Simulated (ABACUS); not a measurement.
GaAs: equation of state with PBEsol

The system is GaAs.

```
As Ga
1.0
     0.00000    2.82685    2.82685
     2.82685    0.00000    2.82685
     2.82685    2.82685    0.00000
As Ga
1 1
Cartesian
  4.2403 4.2403 4.2403
  0.0000 0.0000 0.0000
```

```json
{
 "Program": "ABACUS 3.10.1",
 "Task": "equation of state",
 "Functional": "PBEsol",
 "Potentials or basis": "PseudoDojo NC SR 0.4.1 PBEsol standard",
 "Cutoff": "1143 eV",
 "Density cutoff": "4572 eV",
 "Basis": "plane waves",
 "k mesh": "8 × 8 × 8",
 "Occupations": "fermi-dirac, width 0.05 eV",
 "Spin": "no spin polarisation",
 "Radial cutoff of the potentials (pseudo_rcut)": "7 bohr",
 "SCF threshold on the density": "1e-08",
 "Max SCF steps": "100",
 "Eigensolver": "dav",
 "Mixing": "broyden",
 "Mixing share": "0.7",
 "Symmetry key": "1",
 "Bands": "18"
}
```

```yaml
Equilibrium_volume: 22.68 Å³/atom
Bulk_modulus: 69 GPa
Pressure_derivative_of_the_bulk_modulus: 4.9
```

Energy against volume, from the lowest point:
| volume (Å³/atom) | energy (meV/atom) |
| --- | --- |
| 21.234 | 22.37 |
| 21.686 | 10.10 |
| 22.138 | 2.82 |
| 22.590 | 0.00 |
| 23.041 | 1.16 |
| 23.493 | 5.84 |
| 23.945 | 13.62 |

All runs of the series together: 63 s on 4 threads of Intel(R) Xeon(R) Platinum 8488C (Sapphire Rapids) (shared host).

Zero-point motion and thermal expansion aren't in these numbers.
